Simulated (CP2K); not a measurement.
Input of a CP2K 2026.2 run:

zn_scf.inp

```
&GLOBAL
  PROJECT zn_scf
  RUN_TYPE ENERGY_FORCE
  PRINT_LEVEL LOW
&END GLOBAL
&FORCE_EVAL
  METHOD QS
  STRESS_TENSOR ANALYTICAL
  &DFT
    BASIS_SET_FILE_NAME BASIS_MOLOPT_UZH
    POTENTIAL_FILE_NAME POTENTIAL_UZH
    &MGRID
      CUTOFF 450
      REL_CUTOFF 60
      NGRIDS 5
    &END MGRID
    &QS
      METHOD GPW
      EPS_DEFAULT 1.0E-10
    &END QS
    &KPOINTS
      SCHEME MONKHORST-PACK 11 11 6
      GAMMA_CENTERED T
      SYMMETRY T
      SYMMETRY_BACKEND SPGLIB
    &END KPOINTS
    &SCF
      SCF_GUESS ATOMIC
      EPS_SCF 1.0E-6
      MAX_SCF 100
      ADDED_MOS 10
      CHOLESKY OFF
      EPS_EIGVAL 1.0E-7
      &DIAGONALIZATION ON
        ALGORITHM STANDARD
      &END DIAGONALIZATION
      &MIXING ON
        METHOD BROYDEN_MIXING
        ALPHA 0.4
        BETA 1.5
        NBUFFER 8
      &END MIXING
      &SMEAR ON
        METHOD GAUSSIAN
        SIGMA [eV] 0.05
      &END SMEAR
    &END SCF
    &XC
      &XC_FUNCTIONAL
        &GGA_X_PBE
        &END GGA_X_PBE
        &GGA_C_PBE
        &END GGA_C_PBE
      &END XC_FUNCTIONAL
    &END XC
    &PRINT
      &KPOINTS ON
      &END KPOINTS
      &MULLIKEN ON
      &END MULLIKEN
      &MO ON
        ENERGIES T
        OCCUPATION_NUMBERS T
        &EACH
          QS_SCF 0
        &END EACH
        ADD_LAST NUMERIC
      &END MO
    &END PRINT
  &END DFT
  &SUBSYS
    &CELL
      ABC 2.6700000000 2.6700000000 4.9660000000
      ALPHA_BETA_GAMMA 90.0000000000 90.0000000000 120.0000000000
      PERIODIC XYZ
    &END CELL
    &COORD
      Zn  1.3350000001 0.7707626093 3.7245000000
      Zn  -0.0000000001 1.5415252188 1.2415000000
    &END COORD
    &KIND Zn
      BASIS_SET TZVP-MOLOPT-PBE-GTH-q12
      POTENTIAL GTH-PBE-q12
    &END KIND
    &PRINT
      &ATOMIC_COORDINATES ON
      &END ATOMIC_COORDINATES
      &CELL ON
      &END CELL
    &END PRINT
  &END SUBSYS
  &PRINT
    &FORCES ON
    &END FORCES
    &STRESS_TENSOR ON
    &END STRESS_TENSOR
  &END PRINT
&END FORCE_EVAL
```

Potentials or basis: POTENTIAL_UZH Zn GTH-PBE-q12; TZVP-MOLOPT-PBE-GTH basis.

Command:

```sh
$ OMP_NUM_THREADS=1 cp2k.psmp -i zn_scf.inp -o zn_scf.out
```

Question: Predict the band gap on the k mesh.

Answer: None (metal or under the smearing width).

Question: What does it give for the pressure?

Answer: -0.3 GPa.

Stress tensor (GPa, compression positive):
```
 0.28  0.01  0.00
 0.01  0.30  0.00
 0.00  0.00 -1.37
```

Caveat: the basis of atomic orbitals isn't converged, which shifts pressures, moduli and gaps.
